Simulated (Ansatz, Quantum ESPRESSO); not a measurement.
**GaN (111), zinc blende: biaxial strain and the free axis**

A thin film takes the in-plane lattice of its substrate and is free along the normal. How do the free axis and the stress follow the misfit? The strained cell has c along the film normal; unstrained it is a = 3.1814 Å, b = 3.1814 Å, c = 7.7927 Å, α = 90.00°, β = 90.00°, γ = 120.00°, with 6 atoms.

Calculated with Quantum ESPRESSO 7.5, PBEsol, GBRV 1.5 ultrasoft potentials, cutoff 680 eV, Fermi–Dirac smearing 0.02 eV, k-mesh 10×10×4, no spin polarisation, no spin-orbit coupling.

Relaxed positions at 0 %:

```csv
atom,x,y,z
Ga,0.0000,0.0000,0.0000
Ga,0.3333,0.6667,0.3333
Ga,0.6667,0.3333,0.6667
N,0.0000,0.0000,0.7500
N,0.3333,0.6667,0.0833
N,0.6667,0.3333,0.4167
```

| ε∥ (%) | a (Å) | c (Å) | ε⊥ (%) | σ (GPa, tension positive) |
| --- | --- | --- | --- | --- |
| −3 | 3.0859 | 7.9037 | 1.424 | −14.66 |
| −2 | 3.1177 | 7.8658 | 0.937 | −9.46 |
| −1 | 3.1496 | 7.8288 | 0.464 | −4.58 |
| 0 | 3.1814 | 7.7927 | 0.000 | −0.06 |
| 1 | 3.2132 | 7.7588 | −0.435 | 4.21 |
| 3 | 3.2768 | 7.6933 | −1.276 | 11.72 |

**Question.** Fit both responses and give the free strain and the stress at +2 %, a row left out above.

Least squares with y = y0 + y1 ε + y2 ε² (ε in %) gives ε⊥ = 0.005 + (−0.4501) ε + (0.0078) ε² and σ = −0.04 + (4.396) ε + (−0.159) ε² GPa. The linear terms put the ratio of free to applied strain at −0.450 and the biaxial modulus at 440 GPa.

At +2 % the free strain comes out as −0.865 %. The run itself gives −0.863 %, so the estimate misses by 0.002 %; the fitted rows themselves lie up to 0.005 % off the law.

The stress comes out as 8.12 GPa. The run itself gives 8.13 GPa, so the estimate misses by 0.01 GPa, a rounding's worth.

The negative ε² term means that the crystal stiffens in compression and softens in tension.

The same fit over all rows at other levels or in other programs gives the strain ratio = −0.449 with PBEsol (Quantum ESPRESSO, PseudoDojo) and −0.445 with PBEsol (Ansatz).

[Logs are printed without paths, hosts, clocks, repeated set-up lines and the standing remarks that a program may print on its own settings, such as how far it seeks lower states.]
